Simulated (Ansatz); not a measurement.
# FePt: the cost of one run

Computed with Ansatz 0.2.0 (DFT PBE, scalar-relativistic, plane waves, PAW, unless a step's input says otherwise).

## (1) The system as given

It takes space group P-6m2 (No. 187, hexagonal). The conventional cell has a = 2.975 Å, b = 2.975 Å, c = 2.897 Å, α = 90.00°, β = 90.00°, γ = 120.00°. Fe (site symmetry -6m2) is surrounded by 6 Pt at 2.25 Å. Pt (site symmetry -6m2) is surrounded by 6 Fe at 2.25 Å.

Structure file:

```cif
data_structure
_symmetry_space_group_name_H-M 'P 1'
_symmetry_Int_Tables_number 1
_cell_length_a 2.9753
_cell_length_b 2.9753
_cell_length_c 2.8966
_cell_angle_alpha 90.000
_cell_angle_beta 90.000
_cell_angle_gamma 120.000
_cell_volume 22.21
loop_
_atom_site_label
_atom_site_type_symbol
_atom_site_fract_x
_atom_site_fract_y
_atom_site_fract_z
_atom_site_occupancy
Fe1 Fe 0.66667 0.33333 0.50000 1
Pt1 Pt 0.00000 0.00000 0.00000 1
```

The cell is invented: species swapped into a database cell of WC (P-6m2, No. 187), with Pt on the W sites and Fe on the C sites. The dimensions are guesses.

## (2) The guess as it stands, on a coarse mesh

input.yaml

```yaml
crystal:
  lattice:
    - [2.97529936, 0.0, 0.0]
    - [-1.48764968, 2.57668483, 0.0]
    - [0.0, 0.0, 2.89658769]
  atoms:
    - { symbol: Fe, position: [0.66666667, 0.33333333, 0.5], spin: 4.0 }
    - { symbol: Pt, position: [0.0, 0.0, 0.0] }
basis:
  ecutwfc: 420
kpoints:
  mp_grid: { grid: [6, 6, 6] }
hamiltonian:
  xc: pbe
scf:
  occupations: { method: gaussian, width: 0.1 }
  lower_state_search: "off"
output:
  forces: true
  stress: true
  eigenvalues: true
  populations: true
magnetization:
  spin_polarized: true
```

Launch:

```
$ ansatz run input.yaml --threads 1 --pin off --max-ram 2560MiB --backend cpu --events-out ev --progress --plain --runs-dir out
```

What time and memory should one allow on 1 thread of Arm Neoverse V2, shared host?

About 4.8 s, with a peak of 0.29 GiB.
